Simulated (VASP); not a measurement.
# LiF (P6_3mc) in VASP: settings compared

The runs below take LiF through relaxation of cell and atoms, relaxation of the atoms, single point, with r2SCAN, LAK, r2SCAN+D4.

Everything below comes from runs of VASP 6.6.1. Logs are shortened: lines on timing, memory, paths and dates and some standing lists are left out, and cuts for length are marked.

### 1 Starting point

The structure is hexagonal, space group P6_3mc (No. 186). The conventional cell has a = 3.061 Å, b = 3.061 Å, c = 4.807 Å, α = 90.00°, β = 90.00°, γ = 120.00°. Around F (site symmetry 3m) lie 4 Li at 1.85 to 1.86 Å. Around Li (site symmetry 3m) lie 4 F at 1.85 to 1.86 Å.

Measurements of this composition are mostly on another form, of space group No. 225.

### 2 Relaxation of cell and atoms, r2SCAN

Contents of INCAR:

```
PREC = Accurate ; ENCUT = 600
EDIFF = 1E-7 ; ISMEAR = 0
SIGMA = 0.05 ; LREAL = F
LASPH = T ; NELM = 80
ALGO = Normal ; ISIF = 3
LWAVE = F ; LCHARG = F
METAGGA = R2SCAN ; LMIXTAU = T
IBRION = 2 ; NSW = 60
EDIFFG = -0.02
```

Contents of KPOINTS:

```
regular mesh
0
Gamma
  10 10 6
```

Contents of POSCAR:

```
LiF
1.0
    3.0609398175      0.0000000000      0.0000000000
   -1.5304699087      2.6508516414      0.0000000000
    0.0000000000      0.0000000000      4.8073245700
F Li
2 2
Direct
    0.6666666667      0.3333333333      0.4938437400
    0.3333333333      0.6666666667      0.9938437400
    0.6666666667      0.3333333333      0.8811542600
    0.3333333333      0.6666666667      0.3811542600
```

Potentials or basis: VASP PAW PBE potentials, release 64 (F, Li_sv).

Command:

```bash
> cat potpaw_PBE.64/F/POTCAR potpaw_PBE.64/Li_sv/POTCAR > POTCAR
> mpirun -np 1 vasp_std > vasp.out
```

OUTCAR:

```text
PREC = Accurate
   ENCUT = 600
   EDIFF = 1E-7
   ISMEAR = 0
   LREAL = F
   LASPH = T
   NELM = 80
   ISIF = 3
   METAGGA = R2SCAN
   IBRION = 2
   NSW = 60
   EDIFFG = -0.02

 ion  position               nearest neighbor table
   1  0.667  0.333  0.494-   4 1.85   4 1.85   4 1.85   3 1.86
   2  0.333  0.667  0.994-   3 1.85   3 1.85   3 1.85   4 1.86
   3  0.667  0.333  0.881-   2 1.85   2 1.85   2 1.85   1 1.86
   4  0.333  0.667  0.381-   1 1.85   1 1.85   1 1.85   2 1.86

  LATTYP: Found a hexagonal cell.
 ALAT       =     3.0609398175
 C/A-ratio  =     1.5705387419

  Lattice vectors:

 A1 = (   3.0609398175,   0.0000000000,   0.0000000000)
 A2 = (  -1.5304699087,   2.6508516414,   0.0000000000)
 A3 = (   0.0000000000,   0.0000000000,   4.8073245700)

Analysis of symmetry for initial positions (statically):
=====================================================================
 Subroutine PRICEL returns:
 Original cell was already a primitive cell.

 Routine SETGRP: Setting up the symmetry group for a
 hexagonal supercell.

 Subroutine GETGRP returns: Found 12 space group operations
 (whereof  6 operations were pure point group operations)
 out of a pool of 24 trial point group operations.

The static configuration has the point symmetry C_3v.
 The point group associated with its full space group is C_6v.

Analysis of symmetry for dynamics (positions and initial velocities):
=====================================================================
 Subroutine PRICEL returns:
 Original cell was already a primitive cell.

 Routine SETGRP: Setting up the symmetry group for a
 hexagonal supercell.

 Subroutine GETGRP returns: Found 12 space group operations
 (whereof  6 operations were pure point group operations)
 out of a pool of 24 trial point group operations.

The dynamic configuration has the point symmetry C_3v.
 The point group associated with its full space group is C_6v.

 Subroutine INISYM returns: Found 12 space group operations
 (whereof  6 operations are pure point group operations),
 and found     1 'primitive' translations

----------------------------------------------------------------------------------------

                                     Primitive cell

  volume of cell :      39.0071

[... 104 lines left out ...]
   NUPDOWN=      -1.0000    fix difference up-down
   EMIN   =  10.00;   EMAX   =-10.00  energy-range for DOS
   EFERMI =   0.00;   METHOD = LEGACY
   ISMEAR =     0;   SIGMA  =   0.05  broadening in eV -4-tet -1-fermi 0-gaus
   EFERMI_NEDOS =   21; number of points for ismear=-14 and -15
   IALGO  =     38    algorithm
   IMIX   =      4    mixing-type and parameters
     AMIX     =   0.40;   BMIX     =  1.00
     AMIX_MAG =   1.60;   BMIX_MAG =  1.00
  volume/ion in A,a.u.               =       9.75        65.81
  Fermi-wavevector in a.u.,A,eV,Ry     =   1.310299  2.476105 23.359603  1.716882
  Thomas-Fermi vector in A             =   2.440838
   LORBIT       =      0    0 simple, 1 ext, 2 COOP (PROOUT), +10 PAW based schemes
   METAGGA = R2SCAN    functional components
   LHFCALC =     F    Hartree Fock is set to
   AEXX    =    0.0000 exact exchange contribution
   IVDW    =     0    specifies the selected vdW correction
   LEPSILON=     F    determine dielectric tensor
   LRPA    =     F    only Hartree local field effects (RPA)
 conjugate gradient relaxation of ions
 non-spin polarized calculation
 Gauss-broadening in eV      SIGMA  =   0.05
  energy-cutoff  :      600.00
  volume of cell :       39.01
 maximum number of plane-waves:      1320
   NGX = 13   NGY = 13   NGZ = 19

 number of electron      19.9999997 magnetization

 Free energy of the ion-electron system (eV)
  ---------------------------------------------------
  ext. energy  EPLUGINS =         0.00000000
  ---------------------------------------------------
  free energy    TOTEN  =       -23.66621201 eV

  energy without entropy =      -23.66621201  energy(sigma->0) =      -23.66621201

 E-fermi :  -2.7905     XC(G=0):  -9.4421

 val. band max:       -3.0177181999   @ k =   0.0000   0.0000   0.0000
 cond. band min:       5.7371207550   @ k =   0.0000   0.0000   0.0000
 fundamental gap:      8.7548389549
 Fermi energy:        -2.7905347738

 k-point     1 :       0.0000    0.0000    0.0000
  band No.  band energies     occupation
      1     -44.5228      2.00000
      2     -44.4785      2.00000
      3     -23.6031      2.00000
      4     -23.3806      2.00000
      5      -5.2004      2.00000
      6      -3.4919      2.00000
      7      -3.4919      2.00000
      8      -3.1722      2.00000
      9      -3.1722      2.00000
     10      -3.0177      2.00000
     11       5.7371      0.00000
     12      10.1044      0.00000
     13      13.5692      0.00000
     14      17.1115      0.00000
[... 377 lines left out ...]
      1     -44.4819      2.00000
      2     -44.4694      2.00000
      3     -23.4426      2.00000
      4     -23.3846      2.00000
      5      -5.0010      2.00000
      6      -4.3786      2.00000
      7      -4.1501      2.00000
      8      -3.8188      2.00000
      9      -3.5929      2.00000
     10      -3.4307      2.00000
     11       9.0687      0.00000
     12      10.1597      0.00000
     13      12.8337      0.00000
     14      13.5207      0.00000

 [... further k-points ...]

------------------------ aborting loop because EDIFF is reached ----------------------------------------

  FORCE on cell =-STRESS in cart. coord.  units (eV):
  Direction    XX          YY          ZZ          XY          YZ          ZX
  --------------------------------------------------------------------------------------
  -------------------------------------------------------------------------------------
  Total        0.0355748      0.0355748     -0.0437985      0.0000000      0.0000000     -0.0000000
  in kB        1.4611989      1.4611989     -1.7989792      0.0000000      0.0000000     -0.0000000
  external PRESSURE =       0.3744728 kB  Pullay stress =       0.0000000 kB

 VOLUME and BASIS-vectors are now :
 -----------------------------------------------------------------------------
  energy-cutoff  :      600.00
  volume of cell :       39.01
      direct lattice vectors                 reciprocal lattice vectors
     3.060939817  0.000000000  0.000000000     0.326697047  0.188618628  0.000000000
    -1.530469909  2.650851641  0.000000000     0.000000000  0.377237256  0.000000000
     0.000000000  0.000000000  4.807324570     0.000000000  0.000000000  0.208015911

 POSITION                                       TOTAL-FORCE (eV/Angst)
 -----------------------------------------------------------------------------------
      1.53047      0.88362      2.37407         0.000000     -0.000000      0.012103
     -0.00000      1.76723      4.77773        -0.000000      0.000000      0.012103
      1.53047      0.88362      4.23599         0.000000     -0.000000     -0.012103
     -0.00000      1.76723      1.83233        -0.000000      0.000000     -0.012103
 -----------------------------------------------------------------------------------
    total drift:                                0.000001      0.000002      0.016023

  FREE ENERGIE OF THE ION-ELECTRON SYSTEM (eV)
  ---------------------------------------------------
  free  energy   TOTEN  =       -23.6662120086 eV

  energy  without entropy=      -23.6662120086  energy(sigma->0) =      -23.66621201

 reached required accuracy - stopping structural energy minimisation
```

OSZICAR:

```text
N       E                     dE             d eps       ncg     rms          rms(c)
DAV:   1     0.135222506297E+03    0.13522E+03   -0.12582E+04  1576   0.176E+03
DAV:   2    -0.183791537095E+02   -0.15360E+03   -0.15139E+03  1802   0.388E+02
DAV:   3    -0.300574094275E+02   -0.11678E+02   -0.11638E+02  2950   0.866E+01
DAV:   4    -0.304175161068E+02   -0.36011E+00   -0.36004E+00  1932   0.135E+01
[... 23 lines left out ...]
DAV:  28    -0.236662111236E+02    0.16743E-06   -0.33639E-08  1150   0.308E-03    0.377E-04
DAV:  29    -0.236662119543E+02   -0.83067E-06   -0.32121E-08  1132   0.316E-03    0.736E-05
DAV:  30    -0.236662117463E+02    0.20796E-06   -0.57009E-09   790   0.121E-03    0.818E-05
DAV:  31    -0.236662120852E+02   -0.33895E-06   -0.23596E-09   802   0.770E-04    0.373E-05
DAV:  32    -0.236662120086E+02    0.76634E-07   -0.54677E-10   796   0.353E-04
   1 F= -.23666212E+02 E0= -.23666212E+02  d E =-.236662E+02
```

Run time: 2 min. Hardware: 1 thread of AMD EPYC 9R45 (Zen 5), shared host; peak memory 0.15 GiB.

Results:

- Free energy: -23.6662 eV
- Pressure after relaxing: 0.0 GPa
- Largest force after relaxing: 0.012 eV/Å
- Band gap on the k mesh: 8.75 eV, direct

Forces in eV/Å, atoms in the order of the input:
```
F    0.000  0.000  0.012
F    0.000  0.000  0.012
Li   0.000  0.000 -0.012
Li   0.000  0.000 -0.012
```

Final structure:
```yaml
crystal:
  lattice:
    - [3.06094, 0.00000, 0.00000]
    - [-1.53047, 2.65085, 0.00000]
    - [0.00000, 0.00000, 4.80732]
  atoms:
    - { symbol: F, position: [0.66667, 0.33333, 0.49384] }
    - { symbol: F, position: [0.33333, 0.66667, 0.99384] }
    - { symbol: Li, position: [0.66667, 0.33333, 0.88115] }
    - { symbol: Li, position: [0.33333, 0.66667, 0.38115] }
```

Levels at points of the mesh, in eV from the valence-band top:
| k point | band 6 | band 7 | band 8 | band 9 | band 10 | band 11 | band 12 | band 13 | band 14 |
| --- | --- | --- | --- | --- | --- | --- | --- | --- | --- |
| (0.00, 0.00, 0.00) | -0.47 | -0.47 | -0.15 | -0.15 | 0.00 | 8.75 | 13.12 | 16.59 | 20.13 |
| (0.50, 0.00, 0.00) | -1.26 | -1.03 | -1.02 | -0.54 | -0.39 | 12.15 | 13.22 | 16.07 | 16.26 |
| (0.00, 0.00, 0.50) | -1.14 | -0.31 | -0.31 | -0.31 | -0.31 | 10.47 | 10.47 | 19.06 | 19.06 |
| (0.50, 0.00, 0.50) | -1.79 | -0.71 | -0.71 | -0.57 | -0.57 | 12.14 | 12.14 | 16.14 | 16.14 |

Caveat: the cutoff is under 1.25 times the usual one of these potentials, so pressure, stress and relaxed cells hold a basis-set (Pulay) error; the relaxation stopped at its first step, so nothing moved; the PAW data sets were made with another functional, which shifts forces and pressure a little. r2SCAN opens gaps a little over a GGA but as a rule still falls short of measured ones.

### 3 Relaxation of cell and atoms, LAK

Contents of INCAR:

```
SYSTEM = LiF
ALGO = Normal ; EDIFF = 1E-6
EDIFFG = -0.02 ; ENCUT = 600
IBRION = 2 ; ISIF = 3
ISMEAR = 0 ; LASPH = .TRUE.
LCHARG = .FALSE. ; LMIXTAU = .TRUE.
LREAL = .FALSE. ; LWAVE = .FALSE.
METAGGA = LAK ; NELM = 60
NSW = 60 ; PREC = Accurate
SIGMA = 0.05
```

Contents of KPOINTS:

```
k-points
0
G
  10 10 6
  0 0 0
```

POSCAR is that of step 2.

Potentials or basis: VASP PAW PBE potentials, release 64 (F, Li_sv).

Command:

```bash
> cat potpaw_PBE.64/F/POTCAR potpaw_PBE.64/Li_sv/POTCAR > POTCAR
> mpirun -np 1 vasp_std > vasp.out
```

OUTCAR:

```text
SYSTEM = LiF
   EDIFF = 1E-6
   EDIFFG = -0.02
   ENCUT = 600
   IBRION = 2
   ISIF = 3
   ISMEAR = 0
   LASPH = .TRUE.
   LREAL = .FALSE.
   METAGGA = LAK
   NELM = 60
   NSW = 60
   PREC = Accurate

 ion  position               nearest neighbor table
   1  0.667  0.333  0.494-   4 1.85   4 1.85   4 1.85   3 1.86
   2  0.333  0.667  0.994-   3 1.85   3 1.85   3 1.85   4 1.86
   3  0.667  0.333  0.881-   2 1.85   2 1.85   2 1.85   1 1.86
   4  0.333  0.667  0.381-   1 1.85   1 1.85   1 1.85   2 1.86

[... 662 lines left out ...]
  --------------------------------------------------------------------------------------
  -------------------------------------------------------------------------------------
  Total       -0.0306676     -0.0306676     -0.0318505     -0.0000000      0.0000000      0.0000000
  in kB       -1.2634204     -1.2634204     -1.3121508     -0.0000000      0.0000000      0.0000000
  external PRESSURE =      -1.2796639 kB  Pullay stress =       0.0000000 kB

 VOLUME and BASIS-vectors are now :
 -----------------------------------------------------------------------------
  energy-cutoff  :      600.00
  volume of cell :       38.89
      direct lattice vectors                 reciprocal lattice vectors
     3.058102047 -0.000000000  0.000000000     0.327000206  0.188793657  0.000000000
    -1.529051023  2.648394060  0.000000000     0.000000000  0.377587314 -0.000000000
    -0.000000000  0.000000000  4.801844952    -0.000000000 -0.000000000  0.208253288

 POSITION                                       TOTAL-FORCE (eV/Angst)
 -----------------------------------------------------------------------------------
      1.52905      0.88280      2.37191        -0.000000      0.000000      0.004583
     -0.00000      1.76560      4.77283        -0.000000      0.000000      0.004583
      1.52905      0.88280      4.23062         0.000000     -0.000000     -0.004583
     -0.00000      1.76560      1.82970         0.000000     -0.000000     -0.004583
 -----------------------------------------------------------------------------------
    total drift:                                0.000001      0.000002      0.066253

  FREE ENERGIE OF THE ION-ELECTRON SYSTEM (eV)
  ---------------------------------------------------
  free  energy   TOTEN  =       -20.3683189219 eV

  energy  without entropy=      -20.3683189219  energy(sigma->0) =      -20.36831892

 reached required accuracy - stopping structural energy minimisation
```

OSZICAR:

```text
N       E                     dE             d eps       ncg     rms          rms(c)
DAV:   1     0.135714456767E+03    0.13571E+03   -0.12369E+04  1576   0.174E+03
DAV:   2    -0.164997320517E+02   -0.15221E+03   -0.14983E+03  1808   0.388E+02
DAV:   3    -0.278134115769E+02   -0.11314E+02   -0.11274E+02  2962   0.867E+01
[... 42 lines left out ...]
DAV:   3    -0.203682260175E+02    0.20577E-03   -0.31493E-04  1568   0.243E-01    0.342E-02
DAV:   4    -0.203680874545E+02    0.13856E-03   -0.71520E-04  1568   0.422E-01    0.255E-02
DAV:   5    -0.203683296100E+02   -0.24216E-03   -0.38054E-04  1568   0.317E-01    0.500E-03
DAV:   6    -0.203683181670E+02    0.11443E-04   -0.15361E-05  1580   0.561E-02    0.120E-03
DAV:   7    -0.203683189219E+02   -0.75496E-06   -0.28080E-06  1586   0.256E-02
   2 F= -.20368319E+02 E0= -.20368319E+02  d E =-.216903E-03
```

CONTCAR:

```text
LiF
   1.00000000000000
     3.0581020465337647   -0.0000000000000535    0.0000000000000000
    -1.5290510232169752    2.6483940596531736    0.0000000000000000
    -0.0000000000000000    0.0000000000000000    4.8018449518057080
  F               Li
     2     2
Direct
     0.6666666667000030    0.3333333332999970    0.4939579974900899
     0.3333333332999970    0.6666666667000030    0.9939579974900898
     0.6666666667000030    0.3333333332999970    0.8810400025099152
     0.3333333332999970    0.6666666667000030    0.3810400025099152

  0.00000000E+00  0.00000000E+00  0.00000000E+00
  0.00000000E+00  0.00000000E+00  0.00000000E+00
  0.00000000E+00  0.00000000E+00  0.00000000E+00
  0.00000000E+00  0.00000000E+00  0.00000000E+00
```

Run time: 3.5 min. Hardware: 1 thread of AMD EPYC 9R45 (Zen 5), shared host; peak memory 0.15 GiB.

What came out:

```yaml
Free_energy: -20.3683 eV
Relaxed_volume: 9.72 Å³/atom
Relaxed_cell: a = 3.058 Å, b = 3.058 Å, c = 4.802 Å, α = 90.00°, β = 90.00°, γ = 120.00°
Space_group_after_relaxing_to_0.05_Å: P6_3mc (No. 186)
Energy_gained_by_relaxing: 0.1 meV/atom
Ionic_steps: 2
Pressure_after_relaxing: -0.1 GPa
Largest_force_after_relaxing: 0.005 eV/Å
Band_gap_on_the_k_mesh: 8.61 eV, direct
```

Forces in eV/Å, atoms in the order of the input:
```
F    0.000  0.000  0.005
F    0.000  0.000  0.005
Li   0.000  0.000 -0.005
Li   0.000  0.000 -0.005
```

Step by step:
| step | energy change (eV) | largest force (eV/Å) | pressure (GPa) | volume (Å³) |
| --- | --- | --- | --- | --- |
| 1 | 0.0000 | 0.0114 | -0.34 | 39.01 |
| 2 | -0.0002 | 0.0046 | -0.13 | 38.89 |

Final structure:
```
F Li
1.0
     3.05810    0.00000    0.00000
    -1.52905    2.64839    0.00000
     0.00000    0.00000    4.80184
F Li
2 2
Cartesian
  1.5291 0.8828 2.3719
  0.0000 1.7656 4.7728
  1.5291 0.8828 4.2306
  0.0000 1.7656 1.8297
```

Levels at points of the mesh, in eV from the valence-band top:
```
           k point  band 7  band 8  band 9  band 10  band 11  band 12  band 13  band 14
(0.00, 0.00, 0.00)   -0.48   -0.15   -0.15     0.00     8.61    13.00    16.54    19.96
(0.50, 0.00, 0.00)   -1.03   -1.03   -0.54    -0.39    11.99    13.05    16.00    16.14
(0.00, 0.00, 0.50)   -0.32   -0.32   -0.32    -0.32    10.34    10.34    18.97    18.97
(0.50, 0.00, 0.50)   -0.72   -0.72   -0.58    -0.58    11.96    11.96    16.03    16.03
```

Caveat: the cutoff is under 1.25 times the usual one of these potentials, so pressure, stress and relaxed cells hold a basis-set (Pulay) error; the PAW data sets were made with another functional, which shifts forces and pressure a little. A k mesh can miss the band edges.

### 4 Relaxation of cell and atoms, r2SCAN+D4

Contents of INCAR:

```
ALGO = Normal
EDIFF = 1E-6
EDIFFG = -0.01
ENCUT = 600
IBRION = 2
ISIF = 3
ISMEAR = 0
IVDW = 13
LASPH = True
LCHARG = False
LMIXTAU = True
LREAL = False
LWAVE = False
METAGGA = R2SCAN
NELM = 80
NSW = 40
PREC = Accurate
SIGMA = 0.05
VDW_A1 = 0.51559235
VDW_A2 = 5.77342911
VDW_S6 = 1.0
VDW_S8 = 0.6018749
```

Contents of KPOINTS:

```
k-points
0
Gamma
  10 10 6
```

POSCAR is that of step 3.

Command:

```bash
> cat potpaw_PBE.64/F/POTCAR potpaw_PBE.64/Li_sv/POTCAR > POTCAR
> mpirun -np 1 vasp_std > vasp.out
```

It took 3 min on 1 thread of AMD EPYC 9R45 (Zen 5), shared host; peak memory 0.15 GiB.

It converged, with:

```yaml
Free_energy: -23.7582 eV
Relaxed_volume: 9.70 Å³/atom
Relaxed_cell: a = 3.057 Å, b = 3.057 Å, c = 4.793 Å, α = 90.00°, β = 90.00°, γ = 120.00°
Space_group_after_relaxing_to_0.05_Å: P6_3mc (No. 186)
Energy_gained_by_relaxing: 0.0 meV/atom
Ionic_steps: 3
Pressure_after_relaxing: 0.0 GPa
Largest_force_after_relaxing: 0.008 eV/Å
Band_gap_on_the_k_mesh: 8.79 eV, direct
Dispersion_energy_per_atom: -0.023 eV
```

Forces in eV/Å, atoms in the order of the input:
```
F    0.000  0.000 -0.008
F    0.000  0.000 -0.008
Li   0.000  0.000  0.008
Li   0.000  0.000  0.008
```

Step by step:
```tsv
step	energy change (eV)	largest force (eV/Å)	pressure (GPa)	volume (Å³)
1	0.0000	0.0124	-0.35	39.01
2	-0.0002	0.0011	-0.17	38.89
3	-0.0002	0.0080	-0.02	38.79
```

Final structure:
```yaml
crystal:
  lattice:
    - [3.05703, 0.00000, 0.00000]
    - [-1.52852, 2.64747, 0.00000]
    - [0.00000, 0.00000, 4.79287]
  atoms:
    - { symbol: F, position: [0.66667, 0.33333, 0.49407] }
    - { symbol: F, position: [0.33333, 0.66667, 0.99407] }
    - { symbol: Li, position: [0.66667, 0.33333, 0.88093] }
    - { symbol: Li, position: [0.33333, 0.66667, 0.38093] }
```

Levels at points of the mesh, in eV from the valence-band top:
| k point | band 8 | band 9 | band 10 | band 11 | band 12 | band 13 |
| --- | --- | --- | --- | --- | --- | --- |
| (0.00, 0.00, 0.00) | -0.15 | -0.15 | 0.00 | 8.79 | 13.17 | 16.65 |
| (0.50, 0.00, 0.00) | -1.03 | -0.54 | -0.39 | 12.17 | 13.25 | 16.13 |
| (0.00, 0.00, 0.50) | -0.32 | -0.32 | -0.32 | 10.50 | 10.50 | 19.13 |
| (0.50, 0.00, 0.50) | -0.72 | -0.58 | -0.58 | 12.16 | 12.16 | 16.19 |

Caveat: the cutoff is under 1.25 times the usual one of these potentials, so pressure, stress and relaxed cells hold a basis-set (Pulay) error; the PAW data sets were made with another functional, which shifts forces and pressure a little. r2SCAN opens gaps a little over a GGA but as a rule still falls short of measured ones.

[end of part 1 of 2]
